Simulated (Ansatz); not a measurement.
# P: the cost of one run

Method: DFT PBE, scalar-relativistic, plane waves, PAW, in Ansatz 0.2.0.

### 1 The starting structure

The structure is orthorhombic, space group Cmmm (No. 65). Conventional cell: a = 4.601 Å, b = 9.813 Å, c = 3.270 Å, α = 90.00°, β = 90.00°, γ = 90.00°. Around P (site symmetry m) lie 4 P at 1.95 to 2.16 Å. P (site symmetry 2/m) is surrounded by 6 P at 2.14 to 2.30 Å.

Coordinates:

```xyz
6
Lattice="2.3005 -4.9066 0.0000 2.3005 4.9066 0.0000 0.0000 0.0000 3.2698" Properties=species:S:1:pos:R:3 pbc="T T T"
P     0.9744    1.0780    1.6349
P     3.6267   -1.0780    1.6349
P     0.9744   -1.0780    1.6349
P     3.6267    1.0780    1.6349
P     1.1503    2.4533    0.0000
P     1.1503   -2.4533    0.0000
```

The cell is invented: 4-, 6-connected net of one element (Cmmm, No. 65). The dimensions are guesses.

### 2 A first look at the guess

File input.yaml:

```yaml
crystal:
  lattice:
    - [2.30054759, -4.90659081, 0.0]
    - [2.30054759, 4.90659081, 0.0]
    - [0.0, 0.0, 3.26982546]
  atoms:
    - { symbol: P, position: [0.10192005, 0.32163382, 0.5] }
    - { symbol: P, position: [0.89807995, 0.67836618, 0.5] }
    - { symbol: P, position: [0.32163382, 0.10192005, 0.5] }
    - { symbol: P, position: [0.67836618, 0.89807995, 0.5] }
    - { symbol: P, position: [0.0, 0.5, 0.0] }
    - { symbol: P, position: [0.5, 0.0, 0.0] }
basis:
  ecutwfc: 420
kpoints:
  mp_grid: { grid: [4, 4, 6] }
hamiltonian:
  xc: pbe
scf:
  occupations: { method: gaussian, width: 0.1 }
  lower_state_search: "off"
output:
  forces: true
  stress: true
  eigenvalues: true
```

Run with:

```
> ansatz run input.yaml --threads 1 --pin off --max-ram 2560MiB --backend cpu --events-out ev --progress --plain --runs-dir out
```

What time and memory should one allow on 1 thread of Intel Xeon 6975P-C (Granite Rapids), shared host?

About 1.6 s, with a peak of 0.38 GiB.
